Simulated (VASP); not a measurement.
# Fe (Im-3m) in VASP: a series of runs

Runs on Fe. Level: PBE+D3(BJ). Tasks: relaxation of cell and atoms, electrostatic potential.

Everything below comes from runs of VASP 6.6.1. Logs are shortened: lines on timing, memory, paths and dates and some standing lists are left out, and cuts for length are marked.

## 1. The crystal as given

It takes space group Im-3m (No. 229, cubic). The conventional cell has a = 2.790 Å, b = 2.790 Å, c = 2.790 Å, α = 90.00°, β = 90.00°, γ = 90.00°. Fe (site symmetry m-3m) is surrounded by 8 Fe at 2.42 Å.

The cell was built by a generator and needn't be a form met in nature.

## 2. Relaxation of cell and atoms, PBE+D3(BJ), collinear spin, ferromagnetic start

Contents of INCAR:

```
PREC     = Accurate       # precision mode
ENCUT    = 600            # plane-wave cutoff, eV
EDIFF    = 1E-7           # SCF threshold, eV
ISMEAR   = 1              # smearing method
SIGMA    = 0.1            # smearing width, eV
LREAL    = F              # projectors in reciprocal space
LASPH    = T              # aspherical terms in the spheres
NELM     = 120            # most SCF steps
ALGO     = Fast           # electronic algorithm
ISIF     = 3              # what is computed and relaxed
LWAVE    = F              # write WAVECAR
LCHARG   = F              # write CHGCAR
ISPIN    = 2              # spin polarisation
MAGMOM   = 2.5            # initial moments
LORBIT   = 11             # projections on sites
LMAXMIX  = 4              # l up to which the mixer works
GGA      = PE             # functional
IVDW     = 12             # dispersion correction
IBRION   = 2              # ionic algorithm
NSW      = 40             # ionic steps
EDIFFG   = -0.005         # ionic threshold
```

Contents of KPOINTS:

```
Automatic mesh
0
Gamma
  20 20 20
```

Contents of POSCAR:

```
Fe
1.0
   -1.3950000000      1.3950000000      1.3950000000
    1.3950000000     -1.3950000000      1.3950000000
    1.3950000000      1.3950000000     -1.3950000000
Fe
1
Direct
    0.0000000000      0.0000000000      0.0000000000
```

Potentials or basis: VASP PAW PBE potentials, release 64 (Fe).

Started as:

```console
> cat potpaw_PBE.64/Fe/POTCAR > POTCAR
> mpirun -np 1 vasp_std > vasp.out
```

OUTCAR:

```text
PREC = Accurate
   ENCUT = 600
   EDIFF = 1E-7
   ISMEAR = 1
   LREAL = F
   LASPH = T
   NELM = 120
   ISIF = 3
   ISPIN = 2
   LORBIT = 11
   GGA = PE
   IVDW = 12
   IBRION = 2
   NSW = 40
   EDIFFG = -0.005
 IVDW          = 12

 ion  position               nearest neighbor table
   1  0.000  0.000  0.000-

  LATTYP: Found a body centered cubic cell.
 ALAT       =     2.7900000000

  Lattice vectors:

 A1 = (  -1.3950000000,   1.3950000000,   1.3950000000)
 A2 = (   1.3950000000,  -1.3950000000,   1.3950000000)
 A3 = (   1.3950000000,   1.3950000000,  -1.3950000000)

Analysis of symmetry for initial positions (statically):
=====================================================================
 Subroutine PRICEL returns:
 Original cell was already a primitive cell.

 Routine SETGRP: Setting up the symmetry group for a
 body centered cubic supercell.

 Subroutine GETGRP returns: Found 48 space group operations
 (whereof 48 operations were pure point group operations)
 out of a pool of 48 trial point group operations.

The static configuration has the point symmetry O_h .

Analysis of symmetry for dynamics (positions and initial velocities):
=====================================================================
 Subroutine PRICEL returns:
 Original cell was already a primitive cell.

 Routine SETGRP: Setting up the symmetry group for a
 body centered cubic supercell.

 Subroutine GETGRP returns: Found 48 space group operations
 (whereof 48 operations were pure point group operations)
 out of a pool of 48 trial point group operations.

The dynamic configuration has the point symmetry O_h .

Analysis of structural, dynamic, and magnetic symmetry:
=====================================================================
 Subroutine PRICEL returns:
 Original cell was already a primitive cell.

 Routine SETGRP: Setting up the symmetry group for a
 body centered cubic supercell.

 Subroutine GETGRP returns: Found 48 space group operations
 (whereof 48 operations were pure point group operations)
 out of a pool of 48 trial point group operations.

The overall configuration has the point symmetry O_h .

 Subroutine INISYM returns: Found 48 space group operations
 (whereof 48 operations are pure point group operations),
 and found     1 'primitive' translations

----------------------------------------------------------------------------------------

                                     Primitive cell

  volume of cell :      10.8588

  direct lattice vectors                    reciprocal lattice vectors
    -1.395000000  1.395000000  1.395000000     0.000000000  0.358422939  0.358422939
     1.395000000 -1.395000000  1.395000000     0.358422939  0.000000000  0.358422939
     1.395000000  1.395000000 -1.395000000     0.358422939  0.358422939  0.000000000

  length of vectors
     2.416210877  2.416210877  2.416210877     0.506886581  0.506886581  0.506886581

  position of ions in fractional coordinates (direct lattice)
     0.000000000  0.000000000  0.000000000

  ion indices of the primitive-cell ions
   primitive index   ion index
                 1           1

----------------------------------------------------------------------------------------

 KPOINTS: Automatic mesh

Automatic generation of k-mesh.
 Grid dimensions read from file:
 generate k-points for:   20   20   20

 Generating k-lattice:

  Cartesian coordinates                     Fractional coordinates (reciprocal lattice)
     0.000000000  0.017921147  0.017921147     0.050000000  0.000000000  0.000000000
     0.017921147  0.000000000  0.017921147     0.000000000  0.050000000  0.000000000
     0.017921147  0.017921147  0.000000000     0.000000000  0.000000000  0.050000000

  Length of vectors
     0.025344329  0.025344329  0.025344329

  Shift w.r.t. Gamma in fractional coordinates (k-lattice)
     0.000000000  0.000000000  0.000000000

 Subroutine IBZKPT returns following result:
 ===========================================

 Found    256 irreducible k-points:

 Following reciprocal coordinates:
            Coordinates               Weight
  0.000000  0.000000  0.000000      1.000000
  0.050000  0.000000  0.000000     12.000000
  0.100000  0.000000  0.000000     12.000000
  0.150000  0.000000  0.000000     12.000000
  0.200000  0.000000  0.000000     12.000000
  0.250000  0.000000  0.000000     12.000000
[... 16 lines left out ...]
  0.200000  0.100000  0.000000     48.000000
  0.250000  0.100000  0.000000     48.000000
 [... further k-points ...]
   k-points           NKPTS =    256   k-points in BZ     NKDIM =    256   number of bands    NBANDS=      9
   number of dos      NEDOS =    301   number of ions     NIONS =      1
   total plane-waves  NPLWV =   8000
   dimension x,y,z NGX =    20 NGY =   20 NGZ =   20
   dimension x,y,z NGXF=    40 NGYF=   40 NGZF=   40
   ions per type =               1
   NGX,Y,Z   is equivalent  to a cutoff of  13.76, 13.76, 13.76 a.u.
   NGXF,Y,Z  is equivalent  to a cutoff of  27.52, 27.52, 27.52 a.u.
 SYSTEM =  unknown system
   PREC   = accura    normal or accurate (medium, high low for compatibility)
   ISTART =      0    job   : 0-new  1-cont  2-samecut
   ICHARG =      2    charge: 1-file 2-atom 10-const
   ISPIN  =      2    spin polarized calculation?
   LNONCOLLINEAR =      F non collinear calculations
   LSORBIT =      F    spin-orbit coupling
   LASPH  =      T    aspherical Exc in radial PAW
   ENCUT  =  600.0 eV  44.10 Ry    6.64 a.u.   4.83  4.83  4.83*2*pi/ulx,y,z
   NELM   =    120;   NELMIN=  2; NELMDL= -5     # of ELM steps
   EDIFF  = 0.1E-06   stopping-criterion for ELM
   LREAL  =      F    real-space projection
   EDIFFG = -.5E-02   stopping-criterion for IOM
   NSW    =     40    number of steps for IOM
   IBRION =      2    ionic relax: 0-MD 1-quasi-New 2-CG
   NFREE  =      1    steps in history (QN), initial steepest desc. (CG)
   ISIF   =      3    stress and relaxation
   ISYM   =      2    0-nonsym 1-usesym 2-fastsym
   POTIM  = 0.5000    time-step for ionic-motion
   TEBEG  =    0.0;   TEEND  =   0.0 temperature during run
   PSTRESS=    0.0 pullay stress
   NELECT =       8.0000    total number of electrons
   NUPDOWN=      -1.0000    fix difference up-down
   EMIN   =  10.00;   EMAX   =-10.00  energy-range for DOS
   EFERMI =   0.00;   METHOD = LEGACY
   ISMEAR =     1;   SIGMA  =   0.10  broadening in eV -4-tet -1-fermi 0-gaus
   EFERMI_NEDOS =   21; number of points for ismear=-14 and -15
   IALGO  =     68    algorithm
   IMIX   =      4    mixing-type and parameters
     AMIX     =   0.40;   BMIX     =  1.00
     AMIX_MAG =   1.60;   BMIX_MAG =  1.00
  volume/ion in A,a.u.               =      10.86        73.28
  Fermi-wavevector in a.u.,A,eV,Ry     =   1.478577  2.794105 29.744921  2.186190
  Thomas-Fermi vector in A             =   2.592841
   LORBIT       =     11    0 simple, 1 ext, 2 COOP (PROOUT), +10 PAW based schemes
   GGA     = PE    functional components
   LHFCALC =     F    Hartree Fock is set to
   AEXX    =    0.0000 exact exchange contribution
   IVDW    =    12    specifies the selected vdW correction
   LEPSILON=     F    determine dielectric tensor
   LRPA    =     F    only Hartree local field effects (RPA)
 conjugate gradient relaxation of ions
 spin polarized calculation
 RMM-DIIS sequential band-by-band and
 Methfessel and Paxton  Order N= 1 SIGMA  =   0.10
  energy-cutoff  :      600.00
  volume of cell :       10.86
 maximum number of plane-waves:       374
   NGX =  9   NGY =  9   NGZ =  9

--------------------------------------- Ionic step        1  -------------------------------------------

 number of electron       8.0000001 magnetization       2.0861845

 Free energy of the ion-electron system (eV)
  ---------------------------------------------------
  ext. energy  EPLUGINS =         0.00000000
  ---------------------------------------------------
  free energy    TOTEN  =        -8.22973527 eV

  energy without entropy =       -8.23040679  energy(sigma->0) =       -8.22995911

------------------------ aborting loop because EDIFF is reached ----------------------------------------

 Edisp (eV)   -0.37463

 E8    (eV) :    -0.1674

  FORCE on cell =-STRESS in cart. coord.  units (eV):
  Direction    XX          YY          ZZ          XY          YZ          ZX
  --------------------------------------------------------------------------------------
  -------------------------------------------------------------------------------------
  Total       0.19360     0.19360     0.19360     0.00000     0.00000    -0.00000
  in kB      28.56443    28.56443    28.56443     0.00000     0.00000    -0.00000
  external pressure =       28.56 kB  Pullay stress =        0.00 kB

 VOLUME and BASIS-vectors are now :
 -----------------------------------------------------------------------------
  energy-cutoff  :      600.00
  volume of cell :       10.86
      direct lattice vectors                 reciprocal lattice vectors
    -1.395000000  1.395000000  1.395000000     0.000000000  0.358422939  0.358422939
     1.395000000 -1.395000000  1.395000000     0.358422939  0.000000000  0.358422939
     1.395000000  1.395000000 -1.395000000     0.358422939  0.358422939  0.000000000
[... 40 lines left out ...]
 POSITION                                       TOTAL-FORCE (eV/Angst)
 -----------------------------------------------------------------------------------
      0.00000      0.00000      2.81606        -0.000000     -0.000000      0.000000
 -----------------------------------------------------------------------------------
    total drift:                               -0.000000     -0.000000      0.000000

  FREE ENERGIE OF THE ION-ELECTRON SYSTEM (eV)
  ---------------------------------------------------
  free  energy   TOTEN  =        -8.6041674143 eV

  energy  without entropy=       -8.6038338842  energy(sigma->0) =       -8.60405624

--------------------------------------- Ionic step        3  -------------------------------------------

 number of electron       8.0000004 magnetization       2.1049540

 Free energy of the ion-electron system (eV)
  ---------------------------------------------------
  ext. energy  EPLUGINS =         0.00000000
  ---------------------------------------------------
  free energy    TOTEN  =        -8.23602428 eV

  energy without entropy =       -8.23636096  energy(sigma->0) =       -8.23613651

 E-fermi :   6.1579     XC(G=0): -13.3026

 val. band max:        6.1567914061   @ k =  -0.4000   0.4500   0.0500
 cond. band min:       6.1641144033   @ k =   0.1500   0.0000   0.0000
 fundamental gap:      0.0073229971
 Fermi energy:         6.1579431069

 spin component 1

 k-point     1 :       0.0000    0.0000    0.0000
  band No.  band energies     occupation
      1      -2.4630      1.00000
      2       3.8096      1.00000
      3       3.8096      1.00000
      4       3.8096      1.00000
      5       5.0660      1.00000
      6       5.0660      1.00000
      7      31.4964      0.00000
      8      31.4964      0.00000
      9      31.4964      0.00000

 k-point     2 :       0.0500    0.0000    0.0000
  band No.  band energies     occupation
      1      -2.3565      1.00000
      2       3.7796      1.00000
      3       3.8076      1.00000
      4       3.8682      1.00000
      5       5.0355      1.00000
      6       5.0684      1.00000
      7      30.8002      0.00000
      8      31.3519      0.00000
      9      31.4306      0.00000
[... 253 lines left out ...]
 k-point    24 :       0.2500    0.1000    0.0000
  band No.  band energies     occupation
      1       0.7472      1.00000
      2       3.0534      1.00000
      3       3.5273      1.00000
      4       4.8953      1.00000
      5       5.2789      1.00000
      6       5.9202      1.00197
      7      20.1908      0.00000
      8      24.6953      0.00000
      9      28.3324      0.00000

 [... further k-points ...]

 spin component 2

 k-point     1 :       0.0000    0.0000    0.0000
  band No.  band energies     occupation
      1      -2.2924      1.00000
      2       5.6158      1.00000
      3       5.6160      1.00000
      4       5.6160      1.00000
      5       7.7666     -0.00000
      6       7.7667     -0.00000
      7      31.2631      0.00000
      8      31.2631      0.00000
      9      31.2631      0.00000

 k-point     2 :       0.0500    0.0000    0.0000
  band No.  band energies     occupation
      1      -2.1854      1.00000
      2       5.5802      1.00000
      3       5.6102      1.00000
      4       5.6791      1.00000
      5       7.7267     -0.00000
      6       7.7692     -0.00000
      7      30.6765      0.00000
      8      31.1503      0.00000
      9      31.2341      0.00000
[... 290 lines left out ...]
 POSITION                                       TOTAL-FORCE (eV/Angst)
 -----------------------------------------------------------------------------------
      0.00000      0.00000     -0.00000        -0.000000      0.000000     -0.000000
 -----------------------------------------------------------------------------------
    total drift:                                0.000000     -0.000000      0.000000

  FREE ENERGIE OF THE ION-ELECTRON SYSTEM (eV)
  ---------------------------------------------------
  free  energy   TOTEN  =        -8.6056082274 eV

  energy  without entropy=       -8.6059449054  energy(sigma->0) =       -8.60572045

 reached required accuracy - stopping structural energy minimisation

 total charge

# of ion       s       p       d       tot
------------------------------------------
    1        0.502   0.572   6.263   7.336

 magnetization (x)

# of ion       s       p       d       tot
------------------------------------------
    1       -0.012  -0.056   2.164   2.097
```

Run time: 58 s. Hardware: 1 thread of Intel Xeon 6975P-C (Granite Rapids), shared host; peak memory 0.19 GiB.

What came out:

```
Free energy                                           : -8.6056 eV
Relaxed volume                                        : 11.00 Å³/atom
Relaxed cell                                          : a = 2.427 Å, b = 2.427 Å, c = 2.427 Å, α = 109.47°, β = 109.47°, γ = 109.47°
Space group after relaxing (to 0.05 Å)                : Im-3m (No. 229)
Energy gained by relaxing                             : 1.2 meV/atom
Ionic steps                                           : 3
Pressure after relaxing                               : 0.0 GPa
Band gap on the k mesh                                : none (metal or under the smearing width)
Net moment                                            : 2.10 μB per cell
Site moments                                          : Fe +2.10 μB
Valence electrons inside the program's atomic spheres : Fe 7.34
Dispersion energy per atom                            : -0.370 eV
```

Step by step:
```csv
step,energy change (eV),largest force (eV/Å),pressure (GPa),volume (Å³)
1,0.0000,0.0000,2.86,10.86
2,0.0002,0.0000,-2.67,11.17
3,-0.0012,0.0000,0.01,11.00
```

Final structure:
```xyz
1
Lattice="-1.4011 1.4011 1.4011 1.4011 -1.4011 1.4011 1.4011 1.4011 -1.4011" Properties=species:S:1:pos:R:3 pbc="T T T"
Fe    0.0000    0.0000    0.0000
```

Levels at points of the mesh, in eV from the Fermi level:
Spin up:
| k point | band 3 | band 4 | band 5 | band 6 | band 7 | band 8 |
| --- | --- | --- | --- | --- | --- | --- |
| (0.00, 0.00, 0.00) | -2.35 | -2.35 | -1.09 | -1.09 | 25.34 | 25.34 |
| (0.50, 0.00, 0.00) | -1.01 | -0.89 | 0.48 | 0.51 | 7.66 | 18.64 |
| (0.50, 0.50, 0.50) | 0.19 | 0.19 | 0.19 | 10.17 | 10.17 | 10.17 |
Spin down:
| k point | band 1 | band 2 | band 3 | band 4 | band 5 | band 6 | band 7 | band 8 |
| --- | --- | --- | --- | --- | --- | --- | --- | --- |
| (0.00, 0.00, 0.00) | -8.45 | -0.54 | -0.54 | -0.54 | 1.61 | 1.61 | 25.11 | 25.11 |
| (0.50, 0.00, 0.00) | -3.86 | -1.87 | 0.63 | 1.46 | 1.88 | 2.58 | 8.98 | 18.70 |
| (0.50, 0.50, 0.50) | -3.26 | -3.26 | 2.26 | 2.26 | 2.26 | 10.44 | 10.44 | 10.44 |

Caveat: pairwise dispersion overbinds metals, which lowers pressure and volume.

(Part 1 of 2 ends here.)
